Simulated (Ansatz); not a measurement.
# ZnSe: pressure against volume

How stiff is ZnSe, and at what volume does the pressure vanish? The cell is scaled evenly, atoms carried along, and solved with LAPW, PAW and all-electron datasets made for the crystal.

Method: DFT PBE, scalar-relativistic, in Ansatz 0.2.0.

**1. The system as given**

Symmetry: F-43m, No. 216, cubic system. The conventional cell has a = 5.668 Å, b = 5.668 Å, c = 5.668 Å, α = 90.00°, β = 90.00°, γ = 90.00°. Around Zn (site symmetry -43m) lie 4 Se at 2.45 Å. Around Se (site symmetry -43m) lie 4 Zn at 2.45 Å.

As a file:

```
CELL_PARAMETERS angstrom
0.00000 2.83380 2.83380
2.83380 0.00000 2.83380
2.83380 2.83380 0.00000
ATOMIC_POSITIONS crystal
Zn 0.00000 0.00000 0.00000
Se 0.75000 0.75000 0.75000
```

Structure: COD 9008857, as refined from experiment and not relaxed.

Atoms are numbered in the order of the input: Zn1, Se2.

**2. Volume × 0.9405, LAPW**

The input, input.yaml:

```yaml
crystal:
  lattice:
    - [0.0, 2.7764432175, 2.7764432175]
    - [2.7764432175, 0.0, 2.7764432175]
    - [2.7764432175, 2.7764432175, 0.0]
  atoms:
    - { symbol: Zn, position: [0.0, 0.0, 0.0] }
    - { symbol: Se, position: [0.75, 0.75, 0.75] }
kpoints:
  mp_grid: { grid: [8, 8, 8] }
scf:
  occupations: { method: fermi_dirac, width: 0.03 }
hamiltonian:
  xc: pbe
  pseudopotentials: { kind: all_electron, lapw: { basis_error: 0.001 } }
output:
  forces: true
  stress: true
  eigenvalues: true
```

Command:

```bash
$ ansatz run input.yaml --threads 1 --pin off --max-ram 2048MiB --backend cpu --events-out ev --progress --plain --runs-dir out
```

**3. Volume × 0.9405, PAW**

input.yaml, as its differences from that of step 2:

```diff
@@ -14,3 +14,3 @@
   xc: pbe
-  pseudopotentials: { kind: all_electron, lapw: { basis_error: 0.001 } }
+  pseudopotentials: { kind: paw }
 output:
@@ -19 +19,2 @@
   eigenvalues: true
+  efg: { contact_densities: true }
```

**4. Volume × 0.9405, crystal datasets**

input.yaml, as its differences from that of step 3:

```diff
@@ -14,3 +14,3 @@
   xc: pbe
-  pseudopotentials: { kind: paw }
+  pseudopotentials: { kind: all_electron, datasets: crystal }
 output:
```

**5. Volume × 0.97, LAPW**

The input, input.yaml:

```yaml
crystal:
  lattice:
    - [0.0, 2.8051738004, 2.8051738004]
    - [2.8051738004, 0.0, 2.8051738004]
    - [2.8051738004, 2.8051738004, 0.0]
  atoms:
    - { symbol: Zn, position: [0.0, 0.0, 0.0] }
    - { symbol: Se, position: [0.75, 0.75, 0.75] }
kpoints:
  mp_grid: { grid: [8, 8, 8] }
scf:
  occupations: { method: fermi_dirac, width: 0.03 }
hamiltonian:
  xc: pbe
  pseudopotentials: { kind: all_electron, lapw: { basis_error: 0.001 } }
output:
  forces: true
  stress: true
  eigenvalues: true
```

**6. Volume × 0.97, PAW**

input.yaml, as its differences from that of step 5:

```diff
@@ -14,3 +14,3 @@
   xc: pbe
-  pseudopotentials: { kind: all_electron, lapw: { basis_error: 0.001 } }
+  pseudopotentials: { kind: paw }
 output:
@@ -19 +19,2 @@
   eigenvalues: true
+  efg: { contact_densities: true }
```

**7. Volume × 1.03, LAPW**

The input, input.yaml:

```yaml
crystal:
  lattice:
    - [0.0, 2.8618592506, 2.8618592506]
    - [2.8618592506, 0.0, 2.8618592506]
    - [2.8618592506, 2.8618592506, 0.0]
  atoms:
    - { symbol: Zn, position: [0.0, 0.0, 0.0] }
    - { symbol: Se, position: [0.75, 0.75, 0.75] }
kpoints:
  mp_grid: { grid: [8, 8, 8] }
scf:
  occupations: { method: fermi_dirac, width: 0.03 }
hamiltonian:
  xc: pbe
  pseudopotentials: { kind: all_electron, lapw: { basis_error: 0.001 } }
output:
  forces: true
  stress: true
  eigenvalues: true
```

**8. Volume × 1.03, PAW**

input.yaml, as its differences from that of step 7:

```diff
@@ -14,3 +14,3 @@
   xc: pbe
-  pseudopotentials: { kind: all_electron, lapw: { basis_error: 0.001 } }
+  pseudopotentials: { kind: paw }
 output:
@@ -19 +19,2 @@
   eigenvalues: true
+  efg: { contact_densities: true }
```

**9. Volume × 1.06, LAPW**

The input, input.yaml:

```yaml
crystal:
  lattice:
    - [0.0, 2.8893788162, 2.8893788162]
    - [2.8893788162, 0.0, 2.8893788162]
    - [2.8893788162, 2.8893788162, 0.0]
  atoms:
    - { symbol: Zn, position: [0.0, 0.0, 0.0] }
    - { symbol: Se, position: [0.75, 0.75, 0.75] }
kpoints:
  mp_grid: { grid: [8, 8, 8] }
scf:
  occupations: { method: fermi_dirac, width: 0.03 }
hamiltonian:
  xc: pbe
  pseudopotentials: { kind: all_electron, lapw: { basis_error: 0.001 } }
output:
  forces: true
  stress: true
  eigenvalues: true
```

**10. Volume × 1.06, PAW**

input.yaml, as its differences from that of step 9:

```diff
@@ -14,3 +14,3 @@
   xc: pbe
-  pseudopotentials: { kind: all_electron, lapw: { basis_error: 0.001 } }
+  pseudopotentials: { kind: paw }
 output:
@@ -19 +19,2 @@
   eigenvalues: true
+  efg: { contact_densities: true }
```

**11. Volume × 1.06, crystal datasets**

input.yaml, as its differences from that of step 10:

```diff
@@ -14,3 +14,3 @@
   xc: pbe
-  pseudopotentials: { kind: paw }
+  pseudopotentials: { kind: all_electron, datasets: crystal }
 output:
```

(Steps that only read results are left out.)

What does the calculation give? Wanted: equilibrium volume; bulk modulus (for each run or level that gives them).

As calculated:

```
                      quantity           value
     equilibrium volume (LAPW)  23.560 Å³/atom
           bulk modulus (LAPW)          57 GPa
its pressure derivative (LAPW)             4.5
      equilibrium volume (PAW)  23.552 Å³/atom
            bulk modulus (PAW)          57 GPa
 its pressure derivative (PAW)             4.5
```

In words: By LAPW, the pressure vanishes at 23.56 Å³/atom (+3.5 % from the starting cell) and the bulk modulus there is 57 GPa (Birch-Murnaghan, third order). PAW's volume lies -0.04 % and its modulus +0.1 % from LAPW's. The gap goes from 1.54 eV at the smallest volume to 1.06 eV at the largest. No thermal or zero-point expansion is included.

These are semilocal Kohn-Sham gaps, which aren't the measured quantity. Such gaps usually fall short of the measured ones.
